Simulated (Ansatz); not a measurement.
Te2Mo under changes of volume

One of the cells (133.495 Å³/atom); the others are scaled copies at fixed shape and fractional positions:

```
CELL_PARAMETERS angstrom
6.36161 0.00000 0.00000
0.00000 3.48040 0.00000
-0.08574 0.00000 36.17589
ATOMIC_POSITIONS crystal
Te 0.42925 0.75000 0.54070
Te 0.57075 0.25000 0.45930
Te 0.92085 0.25000 0.55653
Te 0.07915 0.75000 0.44347
Mo 0.18135 0.25000 0.49747
Mo 0.81865 0.75000 0.50253
```

| Property | Result |
| --- | --- |
| Program | Ansatz 0.2.0 |
| Functional | r2SCAN |
| Dispersion | D3(BJ) |
| Potentials or basis | Ansatz PAW |
| Cutoff | 500 eV (not typed: the program's choice for these potentials) |
| k mesh | 4 × 8 × 1 |
| Occupations | fermi-dirac, width 0.05 eV |
| Spin | no spin polarisation |

```tsv
volume (Å³/atom)	energy over the lowest point (meV/atom)	largest force (eV/Å)
125.485	23.05	1.090
128.155	7.97	0.685
130.825	0.56	0.312
133.495	0.00	0.038
136.165	5.58	0.350
138.835	16.66	0.642
141.505	?	?
```

Q: What does the run at 141.505 Å³/atom give?

A: Energy over the lowest point 32.66 meV/atom; largest force 0.911 eV/Å.

Worked out: A Birch-Murnaghan fit of order 3 (a polynomial in V^(-2/3)) to the other rows has its minimum at 132.38 Å³/atom with B0 = V·E''(V) = 19.1 GPa and B' = 4.5 at fixed shape and positions, which overstates the stiffness. It gives 32.66 meV/atom at 141.505 Å³/atom, against the run's 32.66.

Energies are extrapolated to zero smearing.

Caveats: the PAW data sets come from PBE, with cores solved anew for the run's functional, which leaves a small shift of forces and pressure; the dispersion damping was fitted for another functional or another form of the correction.
